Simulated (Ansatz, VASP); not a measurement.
One calculation of C, two programs

The input INCAR:

```
PREC = Accurate
ENCUT = 520
EDIFF = 1E-6
ISMEAR = -1
SIGMA = 0.02
LREAL = False
LASPH = True
NELM = 80
ALGO = Normal
ISIF = 2
LWAVE = False
LCHARG = True
GGA = PS
LELF = True
LVHAR = True
NBANDS = 21
```

KPOINTS

```
Automatic mesh
0
Gamma
  12 12 1
```

Contents of POSCAR:

```
C
1.0
    2.5129241670      0.0000000000      0.0000000000
    0.0000000000      2.5129241670      0.0000000000
    0.0000000000      0.0000000000     20.4423000000
C
6
Direct
    0.7500000000      0.0000000000      0.3952345691
    0.2500000000      0.0000000000      0.4331214893
    0.2500000000      0.5000000000      0.4790201954
    0.7500000000      0.5000000000      0.5209798052
    0.7500000000      0.0000000000      0.5668785103
    0.2500000000      0.0000000000      0.6047654307
```

Input for Ansatz:

```yaml
crystal:
  lattice:
    - [2.512924167, 0.0, 0.0]
    - [0.0, 2.512924167, 0.0]
    - [0.0, 0.0, 20.4423]
  atoms:
    - { symbol: C, position: [0.75, 0.0, 0.3952345691] }
    - { symbol: C, position: [0.25, 0.0, 0.4331214893] }
    - { symbol: C, position: [0.25, 0.5, 0.4790201954] }
    - { symbol: C, position: [0.75, 0.5, 0.5209798052] }
    - { symbol: C, position: [0.75, 0.0, 0.5668785103] }
    - { symbol: C, position: [0.25, 0.0, 0.6047654307] }
kpoints:
  mp_grid: { grid: [12, 12, 1] }
scf:
  occupations: { method: fermi_dirac, width: 0.02 }
hamiltonian:
  xc: pbesol
  pseudopotentials: { kind: paw }
output:
  forces: true
  stress: true
  eigenvalues: true
  core_levels:
    shells: { C: ["1s"] }
    counted_from: conduction_bottom
    add_spin: false
  write_density: true
  write_potential: true
  elf: true
  volumetric_format: npy
```

Alike in both runs: task single point; functional PBEsol; k mesh 12 × 12 × 1; occupations fermi-dirac, width 0.02 eV; no spin polarisation.

```csv
,VASP,Ansatz
version,VASP 6.6.1,Ansatz 0.2.0
potentials or method,"VASP PAW PBE potentials, release 64 (C)","PAW with Ansatz's default frozen-core files, scalar-relativistic"
plane-wave cutoff (eV),520,420
valence electrons in the cell,24,24
```

|  | VASP | Ansatz | Ansatz less VASP |
| --- | --- | --- | --- |
| rms of the force components (eV/Å) | 0.021 | 0.000 | -0.0205 |

Atom by atom the forces differ by 0.020 eV/Å (rms over components). Ansatz warned: «xc_potential_rough_in_thin_density».

Caveats: the PAW data sets were made with another functional, which shifts forces and pressure a little (VASP).
